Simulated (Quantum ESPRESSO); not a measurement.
## Si2W in Quantum ESPRESSO: the effect of strain

Si2W:

```
W Si
1.0
    -1.60690    1.60690    3.75835
     1.60690   -1.60690    3.75835
     1.60690    1.60690   -3.75835
W Si
1 2
Direct
  0.00000 0.00000 0.00000
  0.66530 0.66530 0.00000
  0.33470 0.33470 0.00000
```

Alike in all runs:

- Program: Quantum ESPRESSO 7.5
- Task: relaxation of the atoms
- Functional: PBEsol
- Potentials or basis: GBRV 1.5 PBEsol
- Cutoff: 762 eV
- Density cutoff: 6095 eV
- k mesh: 7 × 7 × 7
- Occupations: fermi-dirac, width 0.05 eV
- Spin: no spin polarisation
- Kind of strain: uniaxial_z
- Mixing beta: 0.5
- Most SCF iterations: 120
- SCF threshold: 6e-10 Ry
- Most ionic steps: 40
- Forc conv thr: 0.0004 Ry/bohr
- Etot conv thr: 1e-05 Ry

Each run relaxes the cell or the atoms first.

| strain | pressure (GPa) |
| --- | --- |
| -0.04 | 9.6 |
| -0.02 | 3.4 |
| -0.01 | ? |
| 0 | -1.9 |
| 0.01 | -4.3 |
| 0.02 | -6.4 |
| 0.04 | -10.2 |

**Question.** What does the run with strain -0.01 give?

**Answer.** Pressure 0.6 GPa.

Worked out: A parabola through the other rows of the pressure, of slope -267 GPa per unit of strain there, gives 0.7 GPa, against the run's 0.6.

Caveats: all runs use coarse meshes.
